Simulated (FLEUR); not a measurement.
# Ti (P6_3/mmc) in FLEUR: a series of runs

One crystal, Ti, is run at these levels: PBEsol; tasks: single point.

Everything below comes from runs of FLEUR MaX-R8.1 (later development tree). Logs are shortened: lines on timing, memory, paths and dates and some standing lists are left out, and cuts for length are marked.

## 1. The structure

The structure is hexagonal, space group P6_3/mmc (No. 194). The conventional cell has a = 2.950 Å, b = 2.950 Å, c = 4.680 Å, α = 90.00°, β = 90.00°, γ = 120.00°. Ti (site symmetry -6m2) is surrounded by 12 Ti at 2.89 to 2.95 Å.

## 2. Single point, PBEsol

Input file inp.xml:

```xml
<?xml version="1.0" encoding="UTF-8" standalone="no"?>
<fleurInput fleurInputVersion="0.39">
   <comment>
      Ti                                                                                                  
   </comment>
   <calculationSetup>
      <cutoffs Kmax="4.1" Gmax="12.7" GmaxXC="12.7" numbands="0"/>
      <scfLoop itmax="60" minDistance="0.00001" maxIterBroyd="15" imix="Anderson" alpha="0.05" precondParam="0.0" spinf="2.0" sdNocoIR="T"/>
      <coreElectrons ctail="T" frcor="F" kcrel="0" coretail_lmax="0"/>
      <xcFunctional name="PBEs" relativisticCorrections="F"/>
      <magnetism jspins="1"/>
      <soc l_soc="F" theta="0.0" phi="0.0" spav="F"/>
      <expertModes spex="0" secvar="F"/>
      <geometryOptimization l_f="T" forcealpha="1.0" forcemix="BFGS" epsdisp="0.0005" epsforce="0.0002"/>
      <ldaU l_linMix="F" mixParam="0.05" spinf="1.0"/>
   </calculationSetup>
   <cell>
      <bzIntegration valenceElectrons="24.0" mode="hist" fermiSmearingEnergy="0.00183747">
         <kPointListSelection listName="default-1"/>
         <!-- k-points included here -->
         <xi:include xmlns:xi="http://www.w3.org/2001/XInclude" href="kpts.xml"> </xi:include>
      </bzIntegration>
      <!-- symmetry operations included here -->
      <xi:include xmlns:xi="http://www.w3.org/2001/XInclude" href="sym.xml"> </xi:include>
      <bulkLattice scale="1.0">
         <bravaisMatrix>
            <row-1>    5.5746920675700000     0.0000000000000000     0.0000000000000000</row-1>
            <row-2>   -2.7873460337850000     4.8278249488590683     0.0000000000000000</row-2>
            <row-3>    0.0000000000000000     0.0000000000000000     8.8439182631279998</row-3>
         </bravaisMatrix>
      </bulkLattice>
   </cell>
   <atomSpecies>
      <species name="Titanium (Ti)" element="Ti" atomicNumber="22">
         <mtSphere radius="2.46" gridPoints="837" logIncrement="0.014"/>
         <atomicCutoffs lmax="10" lnonsphr="10"/>
         <electronConfig flipSpins="F">
            <coreConfig>(1s1/2) (2s1/2) (2p1/2) (2p3/2)</coreConfig>
            <valenceConfig>(3s1/2) (3p1/2) (3p3/2) (4s1/2) (3d3/2) (3d5/2)</valenceConfig>
            <stateOccupation state="(3d3/2)" spinUp="0.400000" spinDown="0.400000"/>
            <stateOccupation state="(3d5/2)" spinUp="0.600000" spinDown="0.600000"/>
         </electronConfig>
         <energyParameters s="4" p="4" d="3" f="4"/>
         <lo type="SCLO" l="0" n="3" eDeriv="0"/>
         <lo type="SCLO" l="1" n="3" eDeriv="0"/>
         <lo type="SCLO" l="1" n="3" eDeriv="1"/>
         <lo type="SCLO" l="2" n="3" eDeriv="2"/>
         <lo type="SCLO" l="3" n="4" eDeriv="2"/>
      </species>
   </atomSpecies>
   <atomGroups>
      <atomGroup species="Titanium (Ti)">
         <relPos label="                   1">-1.000/3.000 1.000/3.000 -1.000/4.000</relPos>
         <relPos label="                   2">1.000/3.000 -1.000/3.000 1.000/4.000</relPos>
         <force calculate="T" relaxXYZ="TTT"/>
      </atomGroup>
   </atomGroups>
   <output dos="F" band="F" slice="F">
      <checks vchk="F" cdinf="F"/>
      <bandDOS minEnergy="-.5*Htr" maxEnergy="0.5*Htr" sigma="0.015" storeEVData="T"/>
      <vacuumDOS vacdos="F" integ="F" star="F" nstars="0" locx1="0.0" locy1="0.0" locx2="0.0" locy2="0.0" nstm="0" tworkf="0.0"/>
      <unfoldingBand unfoldBand="F" supercellX="1" supercellY="1" supercellZ="1"/>
      <plotting iplot="0" polar="F">
         <plot TwoD="T" vec1="  1.0  0.0  0.0" vec2="  0.0  1.0  0.0" vec3="  0.0  0.0  1.0" zero="  0.0  0.0  0.0" file="plot"/>
      </plotting>
      <chargeDensitySlicing numkpt="0" minEigenval="0.0" maxEigenval="0.0" nnne="0" pallst="F"/>
      <specialOutput eonly="F"/>
      <moessbauerParams electricFieldGradient="T" isomerShift="T" coreHyperfine="T" valenceHyperfine="T"/>
      <magneticCircularDichroism mcd="F" energyLo="-10.0" energyUp="0.0"/>
   </output>
  <!-- We include the file relax.xml here to enable relaxations (see documentation) -->
  <xi:include xmlns:xi="http://www.w3.org/2001/XInclude" href="relax.xml"> <xi:fallback/> </xi:include>
</fleurInput>
```

Input file crystal.txt:

```
Ti
&input cartesian=F /
2.9500000000  0.0000000000  0.0000000000
-1.4750000000  2.5547749412  0.0000000000
0.0000000000  0.0000000000  4.6800000000
1.8897261246
1.0 1.0 1.0

2
22 0.6666666666  0.3333333332  0.7500000000
22 0.3333333332  0.6666666666  0.2500000000

&kpt div1=10 div2=10 div3=6 gamma=T /
```

Potentials or basis: all-electron, FLAPW.

Started as:

```console
$ inpgen -f crystal.txt -profile fastHighL
$ # inp.xml edited to the form shown
$ fleur_MPI
```

Output:

```text
Welcome to FLEUR        (www.flapw.de)
      MaX-Release 8.1          (www.max-centre.eu)

 ========== k-point set info ==========
 Selected k-point list: default-1
 k-point list type: mesh
 10 x 10 x 6
 Number of k points: 56

 ------------Calculation Setup---------------------------
 Number of MPI-tasks      :            1
 Number of PE/node        :            1
 Number of OMP-threads    :            1
 Most efficient MPI parallelization for:
           1           2           4           7           8          14          28          56
 Additional eigenvalue parallelization possible
 Number of basis functions:          360
 Approximate size of matrices (H+S) per k-point:         0.002 GB
 --------------------------------------------------------
 Iteration:     1   Distance:       8.16701656 me/bohr^3
 Iteration:     2   Distance:       7.27033758 me/bohr^3
 Iteration:     3   Distance:       2.68226301 me/bohr^3
 Iteration:     4   Distance:       2.12298507 me/bohr^3
 Iteration:     5   Distance:       0.68871179 me/bohr^3
 Iteration:     6   Distance:       0.17721083 me/bohr^3
 Iteration:     7   Distance:       0.05515340 me/bohr^3
 Iteration:     8   Distance:       0.00662036 me/bohr^3
 Iteration:     9   Distance:       0.00620301 me/bohr^3
 Iteration:    10   Distance:       0.00069851 me/bohr^3
 Iteration:    11   Distance:       0.00084133 me/bohr^3
 Iteration:    12   Distance:       0.00007844 me/bohr^3
 Iteration:    13   Distance:       0.00002254 me/bohr^3
 Iteration:    14   Distance:       0.00000471 me/bohr^3

 ********************************************************************
 Run finished successfully
 Stop message:
   Structural relaxation: Done
 ********************************************************************
```

out.xml (last iteration):

```text
<iteration numberForCurrentRun="   15" overallNumber="   15">
         <energyParameters units="Htr">
            <atomicEP atomType="1" spin="1" branch="4s" branchLowest="-1.73" branchHighest="2.04" value="0.2198009545"/>
            <atomicEP atomType="1" spin="1" branch="4p" branchLowest="-0.84" branchHighest="2.52" value="0.3316984401"/>
            <atomicEP atomType="1" spin="1" branch="3d" branchLowest="-9.99" branchHighest="0.56" value="0.3350581412"/>
            <atomicEP atomType="1" spin="1" branch="4f" branchLowest="-9.99" branchHighest="2.97" value="0.6163288530"/>
            <loAtomicEP atomType="1" spin="1" branch="3s" branchLowest="-19.17" branchHighest="-1.73" value="-1.7540462596"/>
            <loAtomicEP atomType="1" spin="1" branch="3p" branchLowest="-15.77" branchHighest="-0.84" value="-0.8859217318"/>
            <loAtomicEP atomType="1" spin="1" branch="3p" branchLowest="-15.77" branchHighest="-0.84" value="-0.8859217318"/>
            <loAtomicEP atomType="1" spin="1" branch="3d" branchLowest="-9.99" branchHighest="0.56" value="0.3346696272"/>
            <loAtomicEP atomType="1" spin="1" branch="4f" branchLowest="-9.99" branchHighest="2.97" value="0.6163316733"/>
         </energyParameters>
         <eigenvalues>
            <eigenvaluesAt spin="1" ikpt="1" k_x="0.00000000" k_y="0.00000000" k_z="0.00000000">
                      -1.7583492215       -1.7535175341       -0.9018410997       -0.8789060384       -0.8789060384
                      -0.8766489969       -0.8753265419       -0.8753265419        0.0958311297        0.2245405858
                       0.3484988945        0.3504424511        0.3504424512        0.3542615275        0.3683891163
                       0.3683891163        0.3811550606        0.3811550606        0.4365620975
            </eigenvaluesAt>
            <eigenvaluesAt spin="1" ikpt="2" k_x="0.00000000" k_y="0.00000000" k_z="0.16666667">
                      -1.7580295493       -1.7538453176       -0.9002131074       -0.8786664726       -0.8786664726
                      -0.8784011894       -0.8755671680       -0.8755671680        0.1042739709        0.2194980729
                       0.3358977172        0.3470260457        0.3470260457        0.3496652275        0.3640066921
                       0.3640066921        0.3899468781        0.3899468781        0.4368437825
            </eigenvaluesAt>
            <eigenvaluesAt spin="1" ikpt="3" k_x="0.00000000" k_y="0.00000000" k_z="0.33333333">
                      -1.7571537460       -1.7547380145       -0.8957271686       -0.8831389644       -0.8780146534
                      -0.8780146534       -0.8762252494       -0.8762252494        0.1282578287        0.1985854363
                       0.3217431671        0.3379287700        0.3442565789        0.3442565789        0.3548147340
                       0.3548147341        0.4072258908        0.4072258908        0.4339467332
            </eigenvaluesAt>
            <eigenvaluesAt spin="1" ikpt="4" k_x="0.00000000" k_y="0.00000000" k_z="0.50000000">
                      -1.7559498728       -1.7559498728       -0.8894947303       -0.8894947303       -0.8771209550
                      -0.8771209550       -0.8771209550       -0.8771209550        0.1631490749        0.1631490749
                       0.3252091977        0.3252091977        0.3470344334        0.3470344334        0.3470344334
                       0.3470344334        0.4236850716        0.4236850716        0.4236850716
            </eigenvaluesAt>
         </eigenvalues>
         <bandgap value="0.0110695015" units="eV"/>
         <sumValenceSingleParticleEnergies value="-15.5669679974" units="Htr"/>
         <FermiEnergy value="0.3217598766" units="Htr"/>
         <valenceDensity>
            <mtCharges spin="1">
               <mtCharge atomType="1" total="10.4693155" s="2.3028826" p="6.1976864" d="1.9554977" f="0.0115925"/>
            </mtCharges>
            <spinDependentCharge spin="1" total="24.0000000" interstitial="3.0613691" mtSpheres="20.9386309"/>
            <totalCharge value="23.9999999999"/>
         </valenceDensity>
         <coreStates atomType="     1" atomicNumber=" 22" spin="1" kinEnergy="    792.0314297210" eigValSum="   -489.2651709417" lostElectrons=" 0.000000">
            <state n="1" l="0" j="0.5" energy="-178.1390954702" weight="1.0000000000"/>
            <state n="2" l="0" j="0.5" energy="-19.1678242225" weight="1.0000000000"/>
            <state n="2" l="1" j="0.5" energy="-15.9163728089" weight="1.0000000000"/>
            <state n="2" l="1" j="1.5" energy="-15.7046464846" weight="2.0000000000"/>
         </coreStates>
         <allElectronCharges>
            <spinDependentCharge spin="1" total="44.0000000" interstitial="3.0613691" mtSpheres="40.9386309"/>
            <totalCharge value="43.9999999999"/>
         </allElectronCharges>
         <moessbauerParams unitsHFF="kG" unitsIS="e/bohr^3" unitsEFG="Htr/bohr^2">
            <coreIsomerShift atomType="1" isTotal="8401.75452">
               <shell n="1" l="0" isomerShift="7719.41953"/>
               <shell n="2" l="0" isomerShift="679.80925"/>
               <shell n="2" l="1" isomerShift="2.52575"/>
            </coreIsomerShift>
            <isomerShift atomType="1" nucleusRadius="0.0000858" averageDensity="8499.79421"/>
            <electricFieldGradient atomType="1" VXX="-0.09291" VYY="-0.09291" VZZ="0.18582" asymParam="0.00000">
            </electricFieldGradient>
         </moessbauerParams>
         <totalEnergy                                    value="    -1705.7422445530" units="Htr">
            <sumOfEigenvalues                            value="     -994.0973098808">
               <coreElectrons value="-978.5303418834"/>
               <valenceElectrons value="-15.5669679974"/>
            </sumOfEigenvalues>
            <densityCoulombPotentialIntegral value="-2608.0903059244"/>
            <densityEffectivePotentialIntegral value="-2715.8834038058"/>
            <chargeDenXCDenIntegral value="-82.4110818668"/>
            <FockExchangeEnergyValence value="0.0000000000"/>
            <FockExchangeEnergyCore value="0.0000000000"/>
            <atomTypeDependentContributions atomType="1">
               <electronNucleiInteractionDifferentMTs value="2021.2598326032"/>
               <MadelungTerm value="-19.8122710458"/>
            </atomTypeDependentContributions>
            <tkbTimesEntropy value="0.0007273040"/>
            <freeEnergy value="-1705.7429718569"/>
            <extrapolationTo0K value="-1705.7426082050"/>
         </totalEnergy>
         <totalForcesOnRepresentativeAtoms units="Htr/bohr">
            <forceTotal atomType="1" x="-2.787346" y="1.609275" z="-2.210980" F_x="0.00000000" F_y="0.00000000" F_z="0.00000000"/>
         </totalForcesOnRepresentativeAtoms>
      </iteration>
```

Wall time 71 s (1 thread of Intel Xeon Platinum 8488C (Sapphire Rapids), shared host); peak memory 0.08 GiB.

Results:

| Item | Value |
| --- | --- |
| Free energy | -46415.6308 eV |
| Band gap on the k mesh | none (metal or under the smearing width) |
| Valence electrons inside the program's atomic spheres | Ti 10.47 (radii Ti 2.46 bohr) |

Levels at points of the mesh, in eV from the Fermi level:
| k point | band 9 | band 10 | band 11 | band 12 | band 13 | band 14 | band 15 | band 16 |
| --- | --- | --- | --- | --- | --- | --- | --- | --- |
| (0.00, 0.00, 0.00) | -6.15 | -2.65 | 0.73 | 0.78 | 0.78 | 0.88 | 1.27 | 1.27 |
| (0.00, 0.00, 0.50) | -4.32 | -4.32 | 0.09 | 0.09 | 0.69 | 0.69 | 0.69 | 0.69 |
| (0.00, 0.50, 0.00) | -2.32 | -2.11 | -1.81 | -0.62 | 0.49 | 0.62 | 1.16 | 3.32 |
| (0.00, 0.50, 0.50) | -2.50 | -2.50 | -0.79 | -0.79 | 1.30 | 1.30 | 1.72 | 1.72 |

Core levels (eV from the Fermi level):
```tsv
atom	levels
1 Ti	1s1/2 -4856.2, 2s1/2 -530.3, 2p1/2 -441.9, 2p3/2 -436.1
2 Ti	1s1/2 -4856.2, 2s1/2 -530.3, 2p1/2 -441.9, 2p3/2 -436.1
```

## 3. Single point, PBEsol (atoms moved at random, drawn with an rms of 0.05 Å)

inp.xml, as its differences from that of step 2:

```diff
@@ -34,3 +34,3 @@
       <species name="Titanium (Ti)" element="Ti" atomicNumber="22">
-         <mtSphere radius="2.46" gridPoints="837" logIncrement="0.014"/>
+         <mtSphere radius="2.46" gridPoints="829" logIncrement="0.015"/>
          <atomicCutoffs lmax="10" lnonsphr="10"/>
@@ -52,4 +52,4 @@
       <atomGroup species="Titanium (Ti)">
-         <relPos label="                   1">-1.000/3.000 1.000/3.000 -1.000/4.000</relPos>
-         <relPos label="                   2">1.000/3.000 -1.000/3.000 1.000/4.000</relPos>
+         <relPos label="                   1">-.3259055000 .3269860000 -.2501215000</relPos>
+         <relPos label="                   2">.3259055000 -.3269860000 .2501215000</relPos>
          <force calculate="T" relaxXYZ="TTT"/>
```

crystal.txt, as its differences from that of step 2:

```diff
@@ -9,4 +9,4 @@
 2
-22 0.6666666666  0.3333333332  0.7500000000
-22 0.3333333332  0.6666666666  0.2500000000
+22 0.6861620000  0.3268800000  0.7484870000
+22 0.3379730000  0.6729080000  0.2487300000
```

Potentials or basis: all-electron, FLAPW.

Started as:

```console
$ inpgen -f crystal.txt -profile fastHighL
$ # inp.xml edited to the form shown
$ fleur_MPI
```

It took 12 min on 1 thread of Intel Xeon Platinum 8488C (Sapphire Rapids), shared host; peak memory 0.13 GiB.

Results (log left out):

* Free energy: -46415.6272 eV
* Largest force: 0.102 eV/Å
* Band gap on the k mesh: none (metal or under the smearing width)
* Valence electrons inside the program's atomic spheres: Ti 10.47 (radii Ti 2.46 bohr)

Forces on the atoms (eV/Å):
```
Ti  -0.090  0.046  0.003
Ti   0.090 -0.046 -0.003
```

Levels at points of the mesh, in eV from the Fermi level:
```csv
k point,band 8,band 9,band 10,band 11,band 12,band 13,band 14,band 15,band 16,band 17
"(0.00, 0.00, 0.00)",-32.57,-6.15,-2.64,0.73,0.75,0.82,0.85,1.26,1.32,1.50
"(0.00, 0.00, 0.50)",-32.62,-4.31,-4.31,0.09,0.10,0.67,0.67,0.72,0.72,2.73
"(0.00, 0.50, 0.00)",-32.64,-2.28,-2.11,-1.75,-0.63,0.49,0.55,1.13,3.31,3.51
"(0.00, 0.50, 0.50)",-32.72,-2.52,-2.52,-0.78,-0.78,1.30,1.30,1.75,1.75,3.45
"(0.50, 0.00, 0.00)",-32.64,-2.28,-2.11,-1.75,-0.63,0.49,0.54,1.12,3.31,3.51
"(0.50, 0.00, 0.50)",-32.72,-2.52,-2.52,-0.78,-0.77,1.30,1.30,1.75,1.75,3.45
"(0.50, 0.50, 0.00)",-32.64,-2.38,-2.11,-1.91,-0.59,0.45,0.83,1.23,3.36,3.52
"(0.50, 0.50, 0.50)",-32.73,-2.46,-2.46,-0.83,-0.83,1.29,1.29,1.71,1.71,3.46
```

Core levels (eV from the Fermi level):
```csv
atom,levels
1 Ti,"1s1/2 -4856.2, 2s1/2 -530.3, 2p1/2 -441.9, 2p3/2 -436.1"
2 Ti,"1s1/2 -4856.2, 2s1/2 -530.3, 2p1/2 -441.9, 2p3/2 -436.1"
```
